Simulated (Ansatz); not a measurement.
**Iridium, bcc under m-r²SCAN: from relaxation to bulk modulus**

Aim: take iridium in the bcc structure, relax it, solve it on a dense k-mesh, then scale the cell to 7 volumes from 88 to 112 % of the relaxed one and try a fit of the equation of state. The start is ferromagnetic. The k-meshes are 14×14×14 for the relaxation; 23×23×23 for the dense run; 23×23×23 for the volumes.

This is Ir in the bcc structure; at room conditions it is fcc.

Computed with Ansatz 0.2.0 (DFT m-r2SCAN, plane waves (500 eV) with PAW, scalar-relativistic; PBE-made PAW files; m-r²SCAN is r²SCAN on the gauge-invariant kinetic-energy density, unless a step says otherwise).

### Step 1. The system as given

The structure is cubic, space group Im-3m (No. 229). The conventional cell has a = 3.047 Å, b = 3.047 Å, c = 3.047 Å, α = 90.00°, β = 90.00°, γ = 90.00°. Ir (site symmetry m-3m) has 8 Ir at 2.64 Å as nearest neighbours.

Coordinates:

```xyz
1
Lattice="-1.5237 1.5237 1.5237 1.5237 -1.5237 1.5237 1.5237 1.5237 -1.5237" Properties=species:S:1:pos:R:3 pbc="T T T"
Ir    0.0000    0.0000    0.0000
```

Starting moments (μB): +1.

### Step 2. Relaxing cell and atoms

File input.yaml:

```yaml
crystal:
  lattice:
    - [-1.5236668997, 1.5236668997, 1.5236668997]
    - [1.5236668997, -1.5236668997, 1.5236668997]
    - [1.5236668997, 1.5236668997, -1.5236668997]
  atoms:
    - { symbol: Ir, position: [0.0, 0.0, 0.0], spin: 1.0 }
hamiltonian:
  xc: mr2scan
  pseudopotentials:
    kind: paw
    azcp:
      Ir: "pseudopotentials/Ir.paw.azcp"
basis:
  ecutwfc: 500
  fft_grid_basis: typed
kpoints:
  mp_grid: { grid: [14, 14, 14], shift: [0, 0, 0] }
magnetization:
  spin_polarized: true
scf:
  occupations: { method: fermi_dirac, width: 0.05 }
relax:
  max_steps: 60
  f_tol: 0.01
  cell: {}
```

What it wrote:

```text
Warning: RAYON_NUM_THREADS=2 ignored (pool sized by the plan → 2); use --threads N
Engine: ansatz 0.2.0, aarch64-unknown-linux-gnu
Pseudopotentials: kind: paw
Pseudopotential: Ir, paw, valence charge 17, recommended cutoff 500 eV (meta_gga), <dir>
Functional definition: m-r2SCAN
  exchange = m_r2scan_x
  correlation = m_r2scan_c
Crystal: 1 atoms, lattice volume = 14.149 Å³
Basis set: ecut = 500 eV, 369 PW (Γ), exchange–correlation on 80×80×80 points (64 copies of the dense FFT grid, shifted against one another)
Bands: 13, of which v1, the nominal top of the filled ones, is band 9 counted from 1 (8 counted from 0)
Symmetry: 48 space group operations
Space group: Im-3m (ITA 229), of the structure as read, at distance tolerance 2.4e-5 Å
Magnetic group: BNS 229.140 (UNI 1642), of the structure as read, at distance tolerance 2.4e-5 Å
k-points: 104 of 2744
Non-local potential: Ir, projectors of the file, l = 0: 3, l = 1: 2, l = 2: 2, l = 3: 1
PAW form: soft (Blöchl's): semilocal exchange-correlation on the pseudo side does not see the compensation charge
PAW frozen core: Ir, regenerated for the run's functional (the file was generated under x = pbe(κ = 0.804, μ = 0.2195149727645171), c = pbe(β = 0.06672455060314922))
PAW one-centre angular grid: Ir, 590 points (default); XC on 160 Gauss nodes
Initial density: superposition of atomic densities (chi_scale 0.1, normalization cell)
Starting moments: Σ|m| = 1 μB on 1 of 1 site
Initial wavefunctions: pseudopotential atomic-orbital guess
Functional: x = mr2scan, c = mr2scan; τ floored in thin density (d = 2e-4 eV/Å³)
iter 1 solved again at ethr=9.52e-4 eV; its pass at ethr=3.10e-3 eV (dr2=1.62e-1 eV) is discarded
SCF iter   1: F=—  HF=-11947.800654 eV  |F-HF|=—  |Δ(HF+E_count)|=         —  Δρ=3.01e-2 (↑3.01e-2 ↓2.20e-2)  dr2=1.65e-1  dr2_τ=6.70e-3  dr2_m=4.08e-2  M=0.770 μB ∫|m|=0.770 μB  β_m=1.00  ethr=9.52e-4  ⟨swp⟩=2.0  Hψ=20654  notcnv=0
Mixer restart at iter 1: flushing history
preconditioner: auto → none  [metal: Δε(μ)=0.025 eV  Ē_g=14.569 eV  σ=0.050 eV  W_gap=0.12  n_scr=0 (ndim 8)  ℏωp=29.6 eV  f_vac=0.000  D(μ)=1.22/eV (n_scr^D=12)]
SCF iter   2: F=—  HF=-11947.828135 eV  |F-HF|=—  |Δ(HF+E_count)|=         —  Δρ=1.85e-2 (↑1.85e-2 ↓1.26e-2)  dr2=2.40e-2  dr2_τ=5.69e-3  dr2_m=1.93e-2  M=0.534 μB ∫|m|=0.535 μB  β_m=0.98  ethr=9.52e-4  ⟨swp⟩=2.3  Hψ=4614  notcnv=0
Mixer restart at iter 2: flushing history
SCF iter   3: F=—  HF=-11948.291727 eV  |F-HF|=—  |Δ(HF+E_count)|=         —  Δρ=7.84e-2 (↑7.84e-2 ↓7.17e-2)  dr2=3.05e-2  dr2_τ=1.22e-1  dr2_m=7.22e-1  M=-0.632 μB ∫|m|=0.634 μB  β_m=1.00  ethr=1.41e-4  ⟨swp⟩=2.5  Hψ=5447  notcnv=0  defer=21
Mixer restart at iter 3: flushing history
SCF iter   4: F=—  HF=-11948.035881 eV  |F-HF|=—  |Δ(HF+E_count)|=   2.56e-1  Δρ=2.20e-2 (↑2.20e-2 ↓7.97e-3)  dr2=1.03e-1  dr2_τ=6.58e-3  dr2_m=1.17e-2  M=-0.480 μB ∫|m|=0.483 μB  β_m=1.00  ethr=2.94e-4  ⟨swp⟩=2.7  Hψ=5570  notcnv=0  defer=21
SCF iter   5: F=—  HF=-11948.023765 eV  |F-HF|=—  |Δ(HF+E_count)|=   1.21e-2  Δρ=1.17e-2 (↑1.17e-2 ↓3.73e-3)  dr2=2.04e-2  dr2_τ=1.52e-3  dr2_m=4.77e-3  M=-0.386 μB ∫|m|=0.388 μB  β_m=1.00  ethr=2.94e-4  ⟨swp⟩=2.7  Hψ=5602  notcnv=0  defer=23  κ⁻¹=1.0e0(r=1)
SCF iter   6: F=—  HF=-11948.418879 eV  |F-HF|=—  |Δ(HF+E_count)|=         —  Δρ=5.97e-2 (↑5.93e-2 ↓5.97e-2)  dr2=4.02e-4  dr2_τ=7.67e-2  dr2_m=4.59e-1  M=0.588 μB ∫|m|=0.591 μB  β_m=1.00  ethr=1.20e-4  ⟨swp⟩=2.4  Hψ=5039  notcnv=0  defer=24
Mixer restart at iter 6: flushing history
SCF iter   7: F=—  HF=-11948.028947 eV  |F-HF|=—  |Δ(HF+E_count)|=   3.90e-1  Δρ=9.87e-3 (↑6.78e-3 ↓9.87e-3)  dr2=1.94e-3  dr2_τ=2.12e-3  dr2_m=8.71e-3  M=0.461 μB ∫|m|=0.464 μB  β_m=1.00  ethr=2.94e-4  ⟨swp⟩=2.0  Hψ=5346  notcnv=0  defer=23
SCF iter   8: F=—  HF=-11948.034044 eV  |F-HF|=—  |Δ(HF+E_count)|=   5.10e-3  Δρ=6.34e-3 (↑4.19e-3 ↓6.34e-3)  dr2=6.46e-4  dr2_τ=6.28e-4  dr2_m=3.44e-3  M=0.381 μB ∫|m|=0.383 μB  β_m=1.00  ethr=1.14e-5  ⟨swp⟩=1.8  Hψ=4814  notcnv=0  defer=23  κ⁻¹=1.0e0(r=1)
SCF iter   9: F=—  HF=-11948.381678 eV  |F-HF|=—  |Δ(HF+E_count)|=         —  Δρ=5.61e-2 (↑5.61e-2 ↓5.53e-2)  dr2=9.59e-5  dr2_τ=6.69e-2  dr2_m=4.02e-1  M=-0.558 μB ∫|m|=0.561 μB  β_m=1.00  ethr=3.80e-6  ⟨swp⟩=2.0  Hψ=4384  notcnv=0  defer=23
Mixer restart at iter 9: flushing history
SCF iter  10: F=—  HF=-11948.029735 eV  |F-HF|=—  |Δ(HF+E_count)|=   3.52e-1  Δρ=7.70e-3 (↑7.70e-3 ↓6.77e-3)  dr2=2.12e-4  dr2_τ=1.61e-3  dr2_m=6.68e-3  M=-0.448 μB ∫|m|=0.451 μB  β_m=1.00  ethr=2.94e-4  ⟨swp⟩=2.0  Hψ=5221  notcnv=0  defer=25
SCF iter  11: F=—  HF=-11948.033225 eV  |F-HF|=—  |Δ(HF+E_count)|=   3.49e-3  Δρ=4.94e-3 (↑4.94e-3 ↓3.96e-3)  dr2=1.48e-4  dr2_τ=4.46e-4  dr2_m=2.47e-3  M=-0.381 μB ∫|m|=0.383 μB  β_m=1.00  ethr=1.24e-6  ⟨swp⟩=2.1  Hψ=5602  notcnv=0  defer=25  κ⁻¹=1.0e0(r=1)
SCF iter  12: F=—  HF=-11948.032778 eV  |F-HF|=—  |Δ(HF+E_count)|=   4.47e-4  Δρ=3.24e-3 (↑3.24e-3 ↓2.33e-3)  dr2=7.55e-5  dr2_τ=1.26e-4  dr2_m=9.62e-4  M=-0.272 μB ∫|m|=0.272 μB  β_m=1.00  ethr=8.71e-7  ⟨swp⟩=2.0  Hψ=4517  notcnv=0  defer=25  κ⁻¹=2.3e-2(r=2)
SCF iter  13: F=—  HF=-11948.078222 eV  |F-HF|=—  |Δ(HF+E_count)|=   4.54e-2  Δρ=2.38e-2 (↑2.32e-2 ↓2.38e-2)  dr2=3.78e-5  dr2_τ=1.18e-2  dr2_m=7.16e-2  M=0.311 μB ∫|m|=0.313 μB  β_m=1.00  ethr=4.44e-7  ⟨swp⟩=3.6  Hψ=6775  notcnv=0  defer=26  κ⁻¹=1.7e-2(r=2)
SCF iter  14: F=—  HF=-11948.048401 eV  |F-HF|=—  |Δ(HF+E_count)|=   2.98e-2  Δρ=1.37e-2 (↑1.15e-2 ↓1.37e-2)  dr2=5.43e-4  dr2_τ=3.21e-3  dr2_m=2.03e-2  M=0.384 μB ∫|m|=0.387 μB  β_m=0.30  ethr=2.22e-7  ⟨swp⟩=3.0  Hψ=6589  notcnv=0  defer=25
Mixer restart at iter 14: flushing history
SCF iter  15: F=—  HF=-11948.035997 eV  |F-HF|=—  |Δ(HF+E_count)|=   1.24e-2  Δρ=8.89e-3 (↑7.28e-3 ↓8.89e-3)  dr2=2.62e-4  dr2_τ=9.05e-5  dr2_m=8.32e-3  M=0.371 μB ∫|m|=0.373 μB  β_m=1.00  ethr=2.22e-7  ⟨swp⟩=2.0  Hψ=4739  notcnv=0  defer=25  κ⁻¹=1.0e0(r=1)
SCF iter  16: F=—  HF=-11948.033821 eV  |F-HF|=—  |Δ(HF+E_count)|=   2.18e-3  Δρ=5.16e-3 (↑4.26e-3 ↓5.16e-3)  dr2=1.29e-4  dr2_τ=4.58e-4  dr2_m=2.78e-3  M=0.434 μB ∫|m|=0.437 μB  β_m=1.00  ethr=2.22e-7  ⟨swp⟩=2.8  Hψ=5172  notcnv=0  defer=24  κ⁻¹=3.4e-1(r=2)
SCF iter  17: F=—  HF=-11948.028217 eV  |F-HF|=—  |Δ(HF+E_count)|=   5.60e-3  Δρ=7.41e-4 (↑7.41e-4 ↓4.58e-4)  dr2=1.28e-5  dr2_τ=6.13e-6  dr2_m=3.68e-5  M=0.452 μB ∫|m|=0.455 μB  β_m=1.00  ethr=2.22e-7  ⟨swp⟩=2.1  Hψ=5066  notcnv=0  defer=24  κ⁻¹=4.5e-3(r=3)
SCF iter  18: F=—  HF=-11948.028220 eV  |F-HF|=—  |Δ(HF+E_count)|=   3.46e-6  Δρ=5.88e-4 (↑5.88e-4 ↓4.39e-4)  dr2=5.99e-6  dr2_τ=5.70e-6  dr2_m=2.93e-5  M=0.442 μB ∫|m|=0.445 μB  β_m=1.00  ethr=7.51e-8  ⟨swp⟩=2.5  Hψ=4629  notcnv=0  defer=24  κ⁻¹=1.9e-4(r=4)
SCF iter  19: F=—  HF=-11948.028288 eV  |F-HF|=—  |Δ(HF+E_count)|=   6.80e-5  Δρ=2.77e-4 (↑2.77e-4 ↓1.75e-4)  dr2=1.55e-6  dr2_τ=1.05e-6  dr2_m=5.79e-6  M=0.424 μB ∫|m|=0.427 μB  β_m=1.00  ethr=3.52e-8  ⟨swp⟩=2.0  Hψ=4488  notcnv=0  defer=24  κ⁻¹=6.5e-5(r=5)
SCF iter  20: F=—  HF=-11948.028305 eV  |F-HF|=—  |Δ(HF+E_count)|=   1.65e-5  Δρ=3.55e-5 (↑3.55e-5 ↓1.82e-5)  dr2=1.80e-7  dr2_τ=6.15e-9  dr2_m=3.57e-8  M=0.412 μB ∫|m|=0.414 μB  β_m=1.00  ethr=9.11e-9  ⟨swp⟩=2.0  Hψ=4537  notcnv=0  defer=24  κ⁻¹=1.5e-5(r=6)
SCF iter  21: F=—  HF=-11948.028301 eV  |F-HF|=—  |Δ(HF+E_count)|=   4.08e-6  Δρ=5.07e-5 (↑4.78e-5 ↓5.07e-5)  dr2=3.03e-9  dr2_τ=5.71e-8  dr2_m=3.14e-7  M=0.410 μB ∫|m|=0.413 μB  β_m=1.00  ethr=1.06e-9  ⟨swp⟩=2.0  Hψ=4489  notcnv=0  defer=24  κ⁻¹=8.5e-7(r=7)
SCF iter  22: F=—  HF=-11948.028301 eV  |F-HF|=—  |Δ(HF+E_count)|=   1.99e-7  Δρ=2.17e-5 (↑2.02e-5 ↓2.17e-5)  dr2=5.81e-10  dr2_τ=1.09e-8  dr2_m=5.66e-8  M=0.412 μB ∫|m|=0.414 μB  β_m=1.00  ethr=1.78e-11  ⟨swp⟩=3.2  Hψ=5421  notcnv=0  defer=24  κ⁻¹=6.2e-8(r=8)
SCF iter  23: F=—  HF=-11948.028301 eV  |F-HF|=—  |Δ(HF+E_count)|=   3.26e-8  Δρ=7.50e-6 (↑6.59e-6 ↓7.50e-6)  dr2=4.58e-10  dr2_τ=1.26e-9  dr2_m=6.24e-9  M=0.413 μB ∫|m|=0.415 μB  β_m=1.00  ethr=3.42e-12  ⟨swp⟩=3.1  Hψ=5490  notcnv=0  defer=24  κ⁻¹=1.4e-8(r=8)
SCF iter  24: F=—  HF=-11948.028301 eV  |F-HF|=—  |Δ(HF+E_count)|=   2.54e-9  Δρ=2.62e-6 (↑2.62e-6 ↓2.45e-6)  dr2=1.40e-10  dr2_τ=1.14e-10  dr2_m=7.56e-10  M=0.413 μB ∫|m|=0.415 μB  β_m=1.00  ethr=2.69e-12  ⟨swp⟩=2.3  Hψ=4711  notcnv=0  defer=24  κ⁻¹=5.1e-9(r=8)
SCF iter  25: F=—  HF=-11948.028301 eV  |F-HF|=—  |Δ(HF+E_count)|=   1.57e-8  Δρ=6.27e-6 (↑5.86e-6 ↓6.27e-6)  dr2=5.18e-11  dr2_τ=9.40e-10  dr2_m=4.74e-9  M=0.413 μB ∫|m|=0.416 μB  β_m=1.00  ethr=1.00e-12  ⟨swp⟩=1.0  Hψ=8837  notcnv=0  κ⁻¹=1.8e-7(r=8)
SCF iter  26: F=-11948.028301 eV  HF=-11948.028301 eV  |F-HF|=8.37e-11  |Δ(HF+E_count)|=   1.62e-8  Δρ=9.78e-7 (↑9.78e-7 ↓8.21e-7)  dr2=3.28e-12  dr2_τ=1.81e-11  dr2_m=1.04e-10  M=0.413 μB ∫|m|=0.415 μB  ethr=1.00e-12  ⟨swp⟩=3.0  Hψ=7072  notcnv=0
at 1 of the mixer's solves, the last at iteration 13, it left a direction of its history that read negative out of its fit and stepped the other way along it
SCF 1 converged in 26 iterations: F = -11948.028301 eV  dr2 = 3.28e-12
relax step   1: F+E_penalty+E_count = -11948.02830072 eV  Δ(F+E_penalty+E_count) = +0.000e0 eV  max|allowed force component| = 0.000e0 eV/Å  Δτ_max = 0.0000 Å  P = +14.879 GPa  Ω = 14.149 Å³  (26 SCF iters, dr2 threshold 1.00e-7 eV, accepted)
[... 22 lines left out ...]
relax step   2: F+E_penalty+E_count = -11947.99192886 eV  Δ(F+E_penalty+E_count) = +3.637e-2 eV  max|allowed force component| = 0.000e0 eV/Å  Δτ_max = 0.0000 Å  P = -18.358 GPa  Ω = 15.738 Å³  energy of the carried Pulay correction = -1.192e-3 eV  (14 SCF iters, dr2 threshold 1.00e-7 eV, rejected (line search))
[... 22 lines left out ...]
relax step   3: F+E_penalty+E_count = -11948.05349987 eV  Δ(F+E_penalty+E_count) = -2.520e-2 eV  max|allowed force component| = 0.000e0 eV/Å  Δτ_max = 0.0000 Å  P = -1.813 GPa  Ω = 14.819 Å³  energy of the carried Pulay correction = -5.183e-4 eV  (18 SCF iters, accepted)
[... 16 lines left out ...]
relax step   4: F+E_penalty+E_count = -11948.05402998 eV  Δ(F+E_penalty+E_count) = -5.301e-4 eV  max|allowed force component| = 0.000e0 eV/Å  Δτ_max = 0.0000 Å  P = -0.021 GPa  Ω = 14.738 Å³  energy of the carried Pulay correction = -4.567e-4 eV  (12 SCF iters, dr2 threshold 1.00e-7 eV, accepted)
[... 17 lines left out ...]
relax step   5: F+E_penalty+E_count = -11948.05453634 eV  Δ(F+E_penalty+E_count) = -5.064e-4 eV  max|allowed force component| = 0.000e0 eV/Å  Δτ_max = 0.0000 Å  P = +0.003 GPa  Ω = 14.738 Å³  stress off target by 2.55e-3 GPa  SCF on the basis re-selected at this cell (its energy is not comparable with the rows above)  (13 SCF iters)
basis re-selected at this cell: Δ(F+E_penalty+E_count) = -5.064e-4 eV, ΔP = +0.024 GPa vs the last step (what re-selecting the basis moved, of the pressure what is left beyond the Pulay correction that the steps carried, after the strain that the cell walked since its last selection, with what the two solves' SCF thresholds leave and, on support functions, any second-order correction that the steps lacked; it is no measure of the basis error at this ecutwfc). This SCF's stress stands 2.55e-3 GPa from its target on what of the cell is left free (relax.cell.stress_tol is 5.00e-2 GPa) and its largest allowed force component is 0.00e0 eV/Å (relax.f_tol is 1.00e-2 eV/Å): within both
SCF converged after 13 iterations
Stability not checked: this state was not tested for a lower state beside it, because the mixer in use, unlike msr1, does not test its closes by its own steps (another_mixer; see scf.mixing.algorithm and scf.lower_state_search)
Magnetization: 0.4543 μB (8.7271 up, 8.2729 down)
Absolute magnetization: 0.4570 μB (∫|ρ↑−ρ↓|, with the PAW one-centre terms)
Spin contamination: 0.0013 ħ² per cell (⟨S²⟩ above its minimum at these occupations)
Per-site moments (μB) at R_I (Å): [(0.4308610231346005, 1.1035019973985793)]
Free energy (F): -11948.054536 eV
Harris-Foulkes:  -11948.054536 eV  (|F-HF|=1.09e-11)
Internal energy: -11948.042457 eV  (E = F + TS)
E sigma→0 (E₀):  -11948.048496 eV
Entropy (-TS):   -0.012080 eV (-12.080 meV/atom)
Fermi energy:    24.077251 eV
--- Per-component energies (eV) ---
  E_band       = -116.707958
  E_kinetic    = 623.825179
  E_local      = -1116.894591  (includes V_loc(G=0)·N_el)
  E_nonlocal   = 74.795327
  E_hartree    = 426.938156
  E_xc         = -254.928403
  E_vxc        = -332.827775  (∫ρ·V_xc dr)
  E_paw        = -9250.079033  (= ΣΔE_a)
  E_vpaw       = -240.190696  (= ΣTr[D̂ρ^β])
  E_aug_tail   = -0.000026  (compensation charges beyond the density's cutoff)
  E_vtau       = 20.708335  (kinetic-family band-sum trace: ∫τ·v_τ [+ j·A + Jᵃ·Aᵃ] dr)
  E_ewald      = -2451.382173
  E_core_change = -0.316894  (= ΣΔE_core)
  E_smearing   = -0.012080  (= −TS)
  E_closure    = 0.000000  (closes the sum)
  Σ components = -11948.054536   (vs F -11948.054536, Δ=0.00e0)
--- Forces (eV/Å), atoms counted from 1 ---
  atom   1  Ir    -0.00000000    -0.00000000    -0.00000000
  max |Σ_I F_I| component: 2.36e-32 eV/Å
--- Stress (GPa, compression-positive) ---
        0.002545       0.000000       0.000000
       -0.000000       0.002545      -0.000000
       -0.000000      -0.000000       0.002545
  P = ⅓ Tr σ = 0.0025 GPa (0.025 kbar)
--- Relaxed structure (4 steps of the walk, 3 accepted, 1 SCFs on fresh bases) ---
  F+E_penalty+E_count = -11948.05453634 eV   max|allowed force component| = 0.000e0 eV/Å   (the final SCF, on the basis selected at the relaxed cell)
  cell:  # Å, volume = 14.7376 Å³
    - [-1.5445022430287505, 1.5445022430287505, 1.5445022430287505]
    - [1.5445022430287505, -1.5445022430287505, 1.5445022430287505]
    - [1.5445022430287505, 1.5445022430287505, -1.5445022430287505]
  atoms:
    - { symbol: Ir, position: [0.0, 0.0, 0.0] }
```

Run time: 23 s. Hardware: 2 threads of an Arm CPU, shared host; peak memory 0.34 GiB.

The steps of the relaxation:

```
step  energy change (meV/atom)  largest force (eV/Å)  pressure (GPa)  volume (Å³/atom)  accepted
   1                      0.00                0.0000           14.88            14.149       yes
   2                     36.37                0.0000          -18.36            15.738        no
   3                    -25.20                0.0000           -1.81            14.819       yes
   4                    -25.73                0.0000           -0.02            14.738       yes
   5                    -26.24                0.0000            0.00            14.738       yes
```

Steps that repeat a cell are solved on a basis chosen anew, so their changes of energy are no gain of the relaxation.

Changes in the cell that was computed:

|  | before | after | change |
| --- | --- | --- | --- |
| a (Å) | 2.639 | 2.675 | +1.4 % |
| b (Å) | 2.639 | 2.675 | +1.4 % |
| c (Å) | 2.639 | 2.675 | +1.4 % |
| volume (Å³/atom) | 14.149 | 14.738 | +4.2 % |
| shortest distance (Å) | 2.639 | 2.675 | +1.4 % |
| space group (spins left aside) | Im-3m | Im-3m | same |

### Step 3. Single point on a dense mesh

File input.yaml:

```yaml
crystal:
  lattice:
    - [-1.544502243, 1.544502243, 1.544502243]
    - [1.544502243, -1.544502243, 1.544502243]
    - [1.544502243, 1.544502243, -1.544502243]
  atoms:
    - { symbol: Ir, position: [0.0, 0.0, 0.0], spin: 0.431 }
hamiltonian:
  xc: mr2scan
  pseudopotentials:
    kind: paw
    azcp:
      Ir: "pseudopotentials/Ir.paw.azcp"
basis:
  ecutwfc: 500
  fft_grid_basis: typed
kpoints:
  mp_grid: { grid: [23, 23, 23], shift: [0, 0, 0] }
magnetization:
  spin_polarized: true
scf:
  occupations: { method: fermi_dirac, width: 0.05 }
```

What it wrote, shortened:

```text
Warning: RAYON_NUM_THREADS=2 ignored (pool sized by the plan → 2); use --threads N
[...]
Pseudopotentials: kind: paw
Pseudopotential: Ir, paw, valence charge 17, recommended cutoff 500 eV (meta_gga), <dir>
Functional definition: m-r2SCAN
[...]
Crystal: 1 atoms, lattice volume = 14.738 Å³
Basis set: ecut = 500 eV, 369 PW (Γ), exchange–correlation on 80×80×80 points (64 copies of the dense FFT grid, shifted against one another)
Bands: 13, of which v1, the nominal top of the filled ones, is band 9 counted from 1 (8 counted from 0)
Symmetry: 48 space group operations
Space group: Im-3m (ITA 229), of the structure as read, at distance tolerance 2.5e-5 Å
Magnetic group: BNS 229.140 (UNI 1642), of the structure as read, at distance tolerance 2.5e-5 Å
k-points: 364 of 12167
[...]
Starting moments: Σ|m| = 0.431 μB on 1 of 1 site
[...]
SCF iter   1: F=—  HF=-11947.889961 eV  |F-HF|=—  |Δ(HF+E_count)|=         —  Δρ=2.32e-2 (↑2.32e-2 ↓2.02e-2)  dr2=1.63e-1  dr2_τ=4.56e-3  dr2_m=1.35e-2  M=0.419 μB ∫|m|=0.419 μB  β_m=1.00  ethr=9.41e-4  ⟨swp⟩=2.0  Hψ=72988  notcnv=0
[...]
SCF iter  15: F=-11948.051144 eV  HF=-11948.051144 eV  |F-HF|=2.55e-11  |Δ(HF+E_count)|=  2.18e-11  Δρ=1.21e-6 (↑5.39e-7 ↓1.21e-6)  dr2=1.49e-10  dr2_τ=1.86e-11  dr2_m=7.44e-11  M=0.507 μB ∫|m|=0.509 μB  ethr=1.00e-12  ⟨swp⟩=1.0  Hψ=25367  notcnv=0
[...]
this state was not tested for a lower state beside it, because the mixer in use, unlike msr1, does not test its closes by its own steps (another_mixer; see scf.mixing.algorithm and scf.lower_state_search)
SCF converged after 15 iterations
Magnetization: 0.5069 μB (8.7535 up, 8.2465 down)
Absolute magnetization: 0.5094 μB (∫|ρ↑−ρ↓|, with the PAW one-centre terms)
Spin contamination: 0.0014 ħ² per cell (⟨S²⟩ above its minimum at these occupations)
Per-site moments (μB) at R_I (Å): [(0.4794136591265326, 1.103501997378038)]
Free energy (F): -11948.051144 eV
[...]
E sigma→0 (E₀):  -11948.044799 eV
Entropy (-TS):   -0.012691 eV (-12.691 meV/atom)
Fermi energy:    24.080888 eV
[...]
```

Wall time 14 s (2 threads of an Arm CPU, shared host); peak memory 0.42 GiB.

### Step 4. At 88 % of the relaxed volume

File input.yaml:

```yaml
crystal:
  lattice:
    - [-1.4800717433, 1.4800717433, 1.4800717433]
    - [1.4800717433, -1.4800717433, 1.4800717433]
    - [1.4800717433, 1.4800717433, -1.4800717433]
  atoms:
    - { symbol: Ir, position: [0.0, 0.0, 0.0], spin: 0.479 }
hamiltonian:
  xc: mr2scan
  pseudopotentials:
    kind: paw
    azcp:
      Ir: "pseudopotentials/Ir.paw.azcp"
basis:
  ecutwfc: 500
  fft_grid_basis: typed
kpoints:
  mp_grid: { grid: [23, 23, 23], shift: [0, 0, 0] }
magnetization:
  spin_polarized: true
scf:
  occupations: { method: fermi_dirac, width: 0.05 }
output:
  stress: true
```

What it wrote, shortened:

```text
Warning: RAYON_NUM_THREADS=2 ignored (pool sized by the plan → 2); use --threads N
[...]
Pseudopotentials: kind: paw
Pseudopotential: Ir, paw, valence charge 17, recommended cutoff 500 eV (meta_gga), <dir>
Functional definition: m-r2SCAN
[...]
Crystal: 1 atoms, lattice volume = 12.969 Å³
Basis set: ecut = 500 eV, 321 PW (Γ), exchange–correlation on 80×80×80 points (64 copies of the dense FFT grid, shifted against one another)
Bands: 13, of which v1, the nominal top of the filled ones, is band 9 counted from 1 (8 counted from 0)
Symmetry: 48 space group operations
Space group: Im-3m (ITA 229), of the structure as read, at distance tolerance 2.3e-5 Å
Magnetic group: BNS 229.140 (UNI 1642), of the structure as read, at distance tolerance 2.3e-5 Å
k-points: 364 of 12167
[...]
Starting moments: Σ|m| = 0.479 μB on 1 of 1 site
[...]
at 1 of the mixer's solves, the last at iteration 7, it left a direction of its history that read negative out of its fit and stepped the other way along it
this state was not tested for a lower state beside it, because the mixer in use, unlike msr1, does not test its closes by its own steps (another_mixer; see scf.mixing.algorithm and scf.lower_state_search)
SCF converged after 19 iterations
Magnetization: -0.3391 μB (8.3304 up, 8.6696 down)
Absolute magnetization: 0.3406 μB (∫|ρ↑−ρ↓|, with the PAW one-centre terms)
Spin contamination: 0.0009 ħ² per cell (⟨S²⟩ above its minimum at these occupations)
Per-site moments (μB) at R_I (Å): [(-0.3169831746760495, 1.0574682765250896)]
Free energy (F): -11947.766355 eV
[...]
E sigma→0 (E₀):  -11947.760224 eV
Entropy (-TS):   -0.012261 eV (-12.261 meV/atom)
Fermi energy:    28.242759 eV
[...]
--- Stress (GPa, compression-positive) ---
       58.235804      -0.000000       0.000000
       -0.000000      58.235804      -0.000000
        0.000000       0.000000      58.235804
  P = ⅓ Tr σ = 58.2358 GPa (582.358 kbar)
```

Wall time 17 s (2 threads of an Arm CPU, shared host); peak memory 0.42 GiB.

[end of part 1 of 2]
